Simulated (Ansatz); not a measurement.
Runs of Ansatz 0.2.0 on Si. Symmetry: Fd-3m, No. 227, cubic system. The conventional cell has a = 5.444 Å, b = 5.444 Å, c = 5.444 Å, α = 90.00°, β = 90.00°, γ = 90.00°. Around Si (site symmetry -43m) lie 4 Si at 2.36 Å. 

```csv
task,level,cell,k mesh,cutoff (eV),smearing,q mesh,points for each segment of the path,atoms under strain,gap on the mesh (eV),pressure (GPa),V0 of scaled cells (Å³/atom),relaxed volume (Å³/atom),B0 (GPa)
equation of state,revPBE+D4,as given,8 × 8 × 8,420,fermi-dirac 0.05 eV,-,-,-,-,-,(a),-,97
relaxation of cell and atoms,PBEsol+D4,relaxed,8 × 8 × 8,420,fermi-dirac 0.05 eV,-,-,-,0.49,0.0,-,19.77,-
phonons,LDA,as given,7 × 7 × 7,420,fixed,2 × 2 × 2,8,-,0.48,-,-,-,-
relaxation of cell and atoms,r2SCAN,relaxed,8 × 8 × 8,500,fermi-dirac 0.05 eV,-,-,-,0.81,0.0,-,20.16,-
elastic constants,r2SCAN,as given,7 × 7 × 7,500,fixed,-,-,relaxed,0.77,(b),-,-,-
equation of state,rPW86-PBE+rVV10,as given,8 × 8 × 8,420,fermi-dirac 0.05 eV,-,-,-,-,-,20.63,-,87
```

Alike in all rows: potentials or basis Ansatz PAW; no spin polarisation.

Question: Fill in the values left out.

Answer: (a) 19.62; (b) 0.1.

Caveats: the PAW data sets come from PBE, with cores solved anew for the run's functional, which leaves a small shift of forces and pressure (some runs); the potentials were made for another functional, which shifts forces and pressure (some runs); the plane-wave basis is chosen anew once the cell has moved, so the energies of steps on either side of that aren't comparable (some runs); odd divisions of the mesh miss points on the zone boundary, where band edges often lie, so the gap on the mesh can be too wide (some runs); the gap is small at this level, which inflates the dielectric constant (some runs).

A k mesh can miss the band edges.

Runs at the PBE level aren't shown here.
